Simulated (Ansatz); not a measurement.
# Cd: phonons and Grüneisen parameters, part 2 of 2

How does the lattice vibrate, and how do the modes shift with volume? Displacements sample a 2×2×2 mesh. Runs: cell and atoms relaxed (PAW); reference run (PAW); volume scaled by 0.970 (PAW); volume scaled by 1.030 (PAW); mode Grüneisen parameters (PAW).

Ansatz 0.2.0; DFT PBEsol. Earlier steps stand in the parts before.

### 3 Reference run, PAW

input.yaml

```yaml
crystal:
  lattice:
    - [2.99244539641, 0.0, 0.0]
    - [-1.49622269821, 2.59153373272, 0.0]
    - [0.0, 0.0, 5.36298245153]
  atoms:
    - { symbol: Cd, position: [0.333333333333, 0.666666666667, 0.25] }
    - { symbol: Cd, position: [0.666666666667, 0.333333333333, 0.75] }
kpoints:
  mp_grid: { grid: [14, 14, 8] }
scf:
  occupations: { method: fermi_dirac, width: 0.08 }
hamiltonian:
  xc: pbesol
  pseudopotentials: { kind: paw }
phonons:
  qmesh: [2, 2, 2]
  qpath:
    path:
      - [0.0, 0.0, 0.0]
      - [0.5, 0.0, 0.0]
      - [0.3333333333, 0.3333333333, 0.0]
      - [0.0, 0.0, 0.0]
      - [0.0, 0.0, 0.5]
      - [0.5, 0.0, 0.5]
      - [0.3333333333, 0.3333333333, 0.5]
      - [0.0, 0.0, 0.5]
      - [0.5, 0.0, 0.5]
    npoints: 6
  temperatures: { t_min: 0, t_max: 1000, t_step: 100 }
```

The run is started by

```sh
$ ansatz run input.yaml --threads 1 --pin off --max-ram 3072MiB --backend cpu --events-out ev --progress --plain --runs-dir out
```

Output, cut to the lines that bear on the results:

```text
[...]
Pseudopotentials: kind: paw
Pseudopotential: Cd, paw, valence charge 20, recommended cutoff 420 eV (normal), Cd.paw.azcp
Functional definition: PBEsol
[...]
Crystal: 8 atoms, lattice volume = 166.360 Å³
Basis set: ecut = 420 eV, 3181 PW (Γ), FFT grids on a1, a1+a2, a3, exchange–correlation on 48×72×144 points (8 copies of the dense FFT grid, shifted against one another)
Bands: 96, of which v1, the nominal top of the filled ones, is band 80 counted from 1 (79 counted from 0)
Symmetry: 32 space group operations
k-points: 96 of 392
[...]
SCF iter   1: F=—  HF=-65472.499455 eV  |F-HF|=—  |Δ(HF+E_count)|=         —  Δρ=3.95e-8  dr2=2.85e-12  ethr=1.00e-12  ⟨swp⟩=3.0  Hψ=23725  notcnv=0  defer=1
[...]
Symmetry: 2 space group operations
[...]
  q = [0.0000, 0.0000, 0.0000] (star 1, supercell 1; hermiticity 1.28e-17, symmetrization 7.77e-7): -0.00 -0.00 -0.00 42.76 42.76 111.45
  q = [0.0000, 0.0000, -0.5000] (star 1, supercell 1; hermiticity 7.24e-17, symmetrization 3.10e-6): 34.68 34.68 34.68 34.68 72.27 72.27
  q = [0.0000, -0.5000, 0.0000] (star 3, supercell 1; hermiticity 2.22e-16, symmetrization 8.18e-16): 44.43 65.31 67.84 73.85 136.83 145.52
  q = [0.0000, -0.5000, -0.5000] (star 3, supercell 1; hermiticity 2.19e-16, symmetrization 8.18e-16): 49.70 49.70 69.78 69.78 144.23 144.23
  joined force constants: q→R imaginary residual 1.05e-17
  density of states and harmonic sums: on the 24×24×12 q-mesh, interpolated from the force constants of a 2×2×2 supercell (no non-analytic term)
  largest difference from the sums on the solved wave vectors: F 7.29e-2 eV, S 1.05e-4 and C_V 3.23e-5 eV/K
[...]
```

Run time: 9.3 min. Hardware: 1 thread of Arm Neoverse V1, shared host; peak memory 2 GiB.

Wavenumbers in cm⁻¹ (negative: unstable):

```tsv
q	modes
Γ	0.0 0.0 0.0 42.8 42.8 111.5
M	44.4 65.3 67.8 73.8 136.8 145.5
A	34.7 34.7 34.7 34.7 72.3 72.3
L	49.7 49.7 69.8 69.8 144.2 144.2
```

```tsv
T (K)	F (eV/cell)	S (k_B/atom)	C_V (k_B/atom)
0	0.0300	0.00	0.00
100	0.0057	3.05	2.65
200	-0.0653	4.99	2.90
300	-0.1623	6.18	2.96
400	-0.2766	7.04	2.98
500	-0.4038	7.70	2.98
600	-0.5413	8.25	2.99
700	-0.6875	8.71	2.99
800	-0.8411	9.11	2.99
900	-1.0011	9.46	2.99
1000	-1.1669	9.77	3.00
```

### 4 Volume scaled by 0.970, PAW

input.yaml: that of step 3 with these lines changed.

```diff
@@ -2,5 +2,5 @@
   lattice:
-    - [2.99244539641, 0.0, 0.0]
-    - [-1.49622269821, 2.59153373272, 0.0]
-    - [0.0, 0.0, 5.36298245153]
+    - [2.9622166085, 0.0, 0.0]
+    - [-1.48110830425, 2.56535483447, 0.0]
+    - [0.0, 0.0, 5.30880720767]
   atoms:
```

The run is started by

```sh
$ ansatz run input.yaml --threads 1 --pin off --max-ram 3072MiB --backend cpu --events-out ev --progress --plain --runs-dir out
```

Output, cut to the lines that bear on the results:

```text
[...]
[... 3 set-up lines as earlier in the session ...]
[...]
Crystal: 8 atoms, lattice volume = 161.369 Å³
Basis set: ecut = 420 eV, 3123 PW (Γ), FFT grids on a1, a1+a2, a3, exchange–correlation on 40×72×144 points (8 copies of the dense FFT grid, shifted against one another)
Bands: 96, of which v1, the nominal top of the filled ones, is band 80 counted from 1 (79 counted from 0)
[... 1 set-up line as earlier in the session ...]
k-points: 96 of 392
[...]
SCF iter   1: F=—  HF=-65472.468946 eV  |F-HF|=—  |Δ(HF+E_count)|=         —  Δρ=3.88e-8  dr2=2.77e-12  ethr=1.00e-12  ⟨swp⟩=3.0  Hψ=23721  notcnv=0  defer=1
[...]
[... 1 set-up line as earlier in the session ...]
[...]
  q = [0.0000, 0.0000, 0.0000] (star 1, supercell 1; hermiticity 0.00e0, symmetrization 1.03e-6): -0.00 -0.00 0.00 47.04 47.04 120.03
  q = [0.0000, 0.0000, -0.5000] (star 1, supercell 1; hermiticity 7.31e-17, symmetrization 3.33e-6): 37.83 37.83 37.83 37.83 78.82 78.82
  q = [0.0000, -0.5000, 0.0000] (star 3, supercell 1; hermiticity 2.21e-16, symmetrization 4.45e-17): 47.89 71.36 73.34 80.64 146.53 155.61
  q = [0.0000, -0.5000, -0.5000] (star 3, supercell 1; hermiticity 2.18e-16, symmetrization 4.45e-17): 54.67 54.67 75.78 75.78 154.38 154.38
  joined force constants: q→R imaginary residual 1.03e-17
  density of states and harmonic sums: on the 24×24×12 q-mesh, interpolated from the force constants of a 2×2×2 supercell (no non-analytic term)
  largest difference from the sums on the solved wave vectors: F 7.08e-2 eV, S 1.03e-4 and C_V 3.23e-5 eV/K
[...]
```

Wall time 8.9 min (1 thread of Arm Neoverse V1, shared host); peak memory 2 GiB.

Wavenumbers in cm⁻¹ (negative: unstable):

```tsv
q	modes
Γ	0.0 0.0 0.0 47.0 47.0 120.0
M	47.9 71.4 73.3 80.6 146.5 155.6
A	37.8 37.8 37.8 37.8 78.8 78.8
L	54.7 54.7 75.8 75.8 154.4 154.4
```

### 5 Volume scaled by 1.030, PAW

input.yaml: that of step 4 with these lines changed.

```diff
@@ -2,5 +2,5 @@
   lattice:
-    - [2.9622166085, 0.0, 0.0]
-    - [-1.48110830425, 2.56535483447, 0.0]
-    - [0.0, 0.0, 5.30880720767]
+    - [3.02207549564, 0.0, 0.0]
+    - [-1.51103774782, 2.61719415137, 0.0]
+    - [0.0, 0.0, 5.41608474118]
   atoms:
```

The run is started by

```sh
$ ansatz run input.yaml --threads 1 --pin off --max-ram 3072MiB --backend cpu --events-out ev --progress --plain --runs-dir out
```

Output, cut to the lines that bear on the results:

```text
[...]
[... 3 set-up lines as earlier in the session ...]
[...]
Crystal: 8 atoms, lattice volume = 171.351 Å³
Basis set: ecut = 420 eV, 3343 PW (Γ), FFT grids on a1, a1+a2, a3, exchange–correlation on 48×72×150 points (8 copies of the dense FFT grid, shifted against one another)
Bands: 96, of which v1, the nominal top of the filled ones, is band 80 counted from 1 (79 counted from 0)
[... 1 set-up line as earlier in the session ...]
k-points: 96 of 392
[...]
SCF iter   1: F=—  HF=-65472.472653 eV  |F-HF|=—  |Δ(HF+E_count)|=         —  Δρ=3.95e-8  dr2=2.86e-12  ethr=1.00e-12  ⟨swp⟩=3.0  Hψ=23740  notcnv=0  defer=1
[...]
[... 1 set-up line as earlier in the session ...]
[...]
  q = [0.0000, 0.0000, 0.0000] (star 1, supercell 1; hermiticity 1.47e-17, symmetrization 6.72e-7): -0.00 0.00 0.00 38.66 38.66 103.51
  q = [0.0000, 0.0000, -0.5000] (star 1, supercell 1; hermiticity 7.18e-17, symmetrization 9.43e-7): 31.51 31.51 31.51 31.51 66.16 66.16
  q = [0.0000, -0.5000, 0.0000] (star 3, supercell 1; hermiticity 2.23e-16, symmetrization 5.88e-17): 41.11 59.59 62.53 67.34 127.76 136.10
  q = [0.0000, -0.5000, -0.5000] (star 3, supercell 1; hermiticity 2.19e-16, symmetrization 5.88e-17): 44.88 44.88 64.01 64.01 134.65 134.65
  joined force constants: q→R imaginary residual 1.08e-17
  density of states and harmonic sums: on the 24×24×12 q-mesh, interpolated from the force constants of a 2×2×2 supercell (no non-analytic term)
  largest difference from the sums on the solved wave vectors: F 7.48e-2 eV, S 1.07e-4 and C_V 3.23e-5 eV/K
[...]
```

It took 9.8 min on 1 thread of Arm Neoverse V1, shared host; peak memory 2.1 GiB.

Wavenumbers in cm⁻¹ (negative: unstable):

```tsv
q	modes
Γ	0.0 0.0 0.0 38.7 38.7 103.5
M	41.1 59.6 62.5 67.3 127.8 136.1
A	31.5 31.5 31.5 31.5 66.2 66.2
L	44.9 44.9 64.0 64.0 134.7 134.7
```

### 6 Mode Grüneisen parameters, PAW

These follow from the three phonon runs above, mode by mode: γ = −d ln ω / d ln V.

```tsv
q	wavenumber (cm⁻¹)	γ
Γ	42.8 ×2	3.27
Γ	111.5	2.48
M	44.4	2.55
M	65.3	3.01
M	67.8	2.66
M	73.8	3.01
M	136.8	2.29
M	145.5	2.24
A	34.7 ×4	3.04
A	72.3 ×2	2.93
L	49.7 ×2	3.29
L	69.8 ×2	2.82
L	144.2 ×2	2.28
```

### 7 Side by side

| run | volume (Å³/atom) | lowest on the mesh (cm⁻¹) | highest on the mesh, without the LO shift (cm⁻¹) | zero-point energy (meV/atom) |
| --- | --- | --- | --- | --- |
| reference run, PAW | 20.795 | 0.0 | 145.5 | 15.0 |
| volume scaled by 0.970, PAW | 20.171 | 0.0 | 155.6 | 16.2 |
| volume scaled by 1.030, PAW | 21.419 | 0.0 | 136.1 | 13.9 |

Optical modes at Γ (point group 6/mmm), without the LO shift:

```tsv
cm⁻¹	modes	symmetry	active in	moves most
42.8	2	E2g	Raman	Cd
111.5	1	B1g	silent	Cd
```

### 8 What came out

This closing draws on all 2 parts.

```
                                            quantity                     value
highest mode on the mesh, without the LO shift (PAW)                  146 cm⁻¹
                                  optical modes at Γ  43 (E2g), 111 (B1g) cm⁻¹
             mean Grüneisen parameter at 300 K (PAW)                      2.77
```

What this shows: No mode on the mesh is unstable; the highest lies at 146 cm⁻¹ by PAW. Weighted by heat capacity at 300 K the mean Grüneisen parameter of the sampled modes is 2.77, which points to expansion on heating. Each set of modes is computed in the harmonic approximation. Cautions: frozen-core PAW files fitted under PBE, their cores solved anew for the functional of the run; responses of metals move with mesh and smearing.
